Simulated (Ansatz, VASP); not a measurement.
SrO in VASP and in Ansatz

```
CELL_PARAMETERS angstrom
3.51168 0.00000 0.00000
-1.75584 3.04121 0.00000
0.00000 0.00000 6.17552
ATOMIC_POSITIONS crystal
Sr 0.00000 0.00000 0.00000
Sr 0.00000 0.00000 0.50000
O 0.33333 0.66667 0.25000
O 0.66667 0.33333 0.75000
```

Alike in both runs: functional PBEsol; k mesh 10 × 10 × 6; occupations gaussian, width 0.05 eV; no spin polarisation.

Ansatz relaxed the structure, and its values are those at the end. VASP's run is a single point on that final structure, the one shown.

|  | VASP | Ansatz |
| --- | --- | --- |
| version | VASP 6.6.1 | Ansatz 0.2.0 |
| potentials or method | VASP PAW PBE potentials, release 64 (Sr_sv, O) | scalar-relativistic, plane waves, PAW |
| plane-wave cutoff (eV) | 520 | 420 |
| valence electrons in the cell | 32 | 32 |

|  | VASP | Ansatz | Ansatz less VASP |
| --- | --- | --- | --- |
| gap on the k mesh at the Fermi level (eV) | 3.37 | 3.42 | +0.045 |
| least direct gap on the mesh (eV) | 3.37 | 3.42 | +0.047 |
| pressure (GPa) | 2.7 | 1.9 | -0.77 |

Caveats: the PAW data sets were made with another functional, which shifts forces and pressure a little (VASP). PBEsol gaps usually lie below the measured ones, often by a third to a half. A k mesh can miss the band edges.
